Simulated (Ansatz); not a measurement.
Rocksalt CaO, relaxed with r2SCAN in Ansatz: space group Fm-3m (No. 225), cubic; conventional cell a = 4.795 Å, 13.78 Å³ an atom. Ca has 6 O at 2.40 Å; O has 6 Ca at 2.40 Å. The primitive cell holds 2 atoms in 27.56 Å³. No spin polarisation and no zero-point or thermal motion.

Computed values: HSE06 (6×6×6) gives a least gap of 5.31 eV and a least direct gap of 5.73 eV. r2SCAN's ε∞ is 3.52.

**Question.** What is the density?

**Answer.** The cell holds 1 Ca, 1 O: M = 1×40.078 + 1×15.999 = 56.08 u in V = 27.56 Å³. ρ = 1.66054 × M/V = 1.66054 × 56.08/27.56 = 3.379 g/cm³, for the static r2SCAN lattice.

**Question.** At what wavelength does absorption set in by HSE06, excitons left aside?

**Answer.** λ = 1239.84 eV nm/E: 233 nm for the least gap, where it needs phonons and is weak, and 216 nm for direct transitions. That lies in the ultraviolet, so by this gap the crystal is transparent to visible light.

**Question.** What refractive index and reflectivity at normal incidence follow, below the gap and above the phonons?

**Answer.** n = √3.52 = 1.876; R = ((n − 1)/(n + 1))² = (0.876/2.876)² = 9.3 % a face.

The meshes of the hybrids are coarse, so their gaps aren't converged to the digits shown.
